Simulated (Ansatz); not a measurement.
Here is an Ansatz 0.2.0 calculation.

The input input.yaml:

```yaml
crystal:
  lattice:
    - [1.383, -4.0265, 0.0]
    - [1.383, 4.0265, 0.0]
    - [-0.1174474948, 0.0, 3.3299294416]
  atoms:
    - { symbol: Ga, position: [0.131, 0.869, 0.75] }
    - { symbol: Ga, position: [0.869, 0.131, 0.25] }
hamiltonian:
  xc: pbesol
  pseudopotentials: { kind: paw }
kpoints:
  mp_grid: { grid: [10, 10, 8] }
scf:
  occupations: { method: fermi_dirac, width: 0.05 }
output:
  forces: true
  stress: true
  eigenvalues: true
relax:
  f_tol: 0.01
  max_steps: 40
  cell: { stress_tol: 0.05, p_target: 10.0 }
```

Potentials or basis: Ansatz PAW.

The run is started by

```bash
$ ansatz run input.yaml --threads 2 --pin off --max-ram 5632MiB --backend cpu --events-out ev --progress --plain --runs-dir out
```

Q: What does it give for the relaxed volume?

A: 15.88 Å³/atom.

Q: What does it give for the band gap on the k mesh?

A: None (metal or under the smearing width).

Q: Predict the space group after relaxing (to 0.05 Å).

A: C2/c (No. 15).

Q: What does it give for the relaxed cell?

A: a = 4.119 Å, b = 4.119 Å, c = 3.038 Å, α = 90.60°, β = 90.60°, γ = 141.95°.

Step by step:
```
step  energy change (eV)  largest force (eV/Å)  volume (Å³)
   1              0.0000                0.1969        37.09
   2              0.0417                0.1032        32.81
   3              0.1122                0.0163        31.38
   4              0.0950                0.0223        31.61
   5              0.0844                0.0023        31.78
   6              0.0864                0.0003        31.74
   7              0.0859                0.0019        31.75
   8              0.0874                0.0019        31.75
```

Caveat: the plane-wave basis is chosen anew once the cell has moved, so the energies of steps on either side of that aren't comparable; the PAW data sets come from PBE, with cores solved anew for the run's functional, which leaves a small shift of forces and pressure.
